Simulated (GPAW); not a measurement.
# CuO in GPAW: convergence with basis set

Input of the first run (basis set lcao:sz(dzp)); the others differ in this setting and in those tied to it:

File run.py:

```python
from ase.dft.bandgap import bandgap
from ase.io import read, write
from gpaw import GPAW

atoms = read('POSCAR')

calc = GPAW(mode='lcao',
            h=0.16,
            basis='sz(dzp)',
            xc='PBE',
            kpts={'size': (6, 6, 3), 'gamma': True},
            occupations={'name': 'fermi-dirac', 'width': 0.05},
            convergence={'density': 1e-05, 'energy': 1e-05},
            maxiter=100,
            txt='gpaw.txt')
atoms.calc = calc
energy = atoms.get_potential_energy()
forces = atoms.get_forces()
calc.write('gs.gpw')
write('result.traj', atoms)
print(f'Energy: {energy:.6f} eV')
print('Forces (eV/A):')
print(forces.round(4))
print('Fermi level:', round(calc.get_fermi_level(), 4), 'eV')
print(f'Gap: {bandgap(calc)[0]:.4f} eV, direct: {bandgap(calc, direct=True)[0]:.4f} eV')
```

POSCAR

```
CuO
1.0
    3.2880244267      0.0000000000      0.0000000000
   -1.6440122134      2.8475126818      0.0000000000
    0.0000000000      0.0000000000      5.3850248600
Cu O
2 2
Direct
    0.6666666667      0.3333333333      0.0000000000
    0.3333333333      0.6666666667      0.5000000000
    0.6666666667      0.3333333333      0.6252000000
    0.3333333333      0.6666666667      0.1252000000
```

Potentials or basis: GPAW PAW data sets (gpaw-data 1.2.1), lcao:sz(dzp).

Command:

```sh
$ OMP_NUM_THREADS=1 python run.py
```

Measurements of this composition are mostly on another form, of space group No. 15.

Hardware: 1 thread of Intel(R) Xeon(R) 6975P-C (Granite Rapids) (shared host).

```
    basis set  energy less the tightest run, at zero smearing (meV/atom)  largest force (eV/Å)  SCF cycles  CPU time (s)  peak memory (GiB)
 lcao:sz(dzp)                                                    1795.94                 0.074          12           9.7               0.17
lcao:szp(dzp)                                                     903.36                 0.030          12            33               0.18
 lcao:dz(dzp)                                                     611.39                 0.022          13            14               0.18
     lcao:dzp                                                     445.67                 0.038          13            42                0.2
           fd                                                    -114.45                 0.058          14            42               0.28
           pw                                                       0.00                 0.042          13            20                0.2
```

Not settled before the last step: the energy (to 1 meV/atom), the largest force (to 0.005 eV/Å). The tightest run that finished is the yardstick and may itself not be fully converged.

Caveat, for the tightest run too: the k mesh is coarse (spacing up to 0.39 Å⁻¹), so the values aren't converged; the run has no spin polarisation, though such a crystal can be magnetic; semilocal functionals often make such compounds metallic where correlation or magnetic order opens a gap, which also shifts bond lengths.
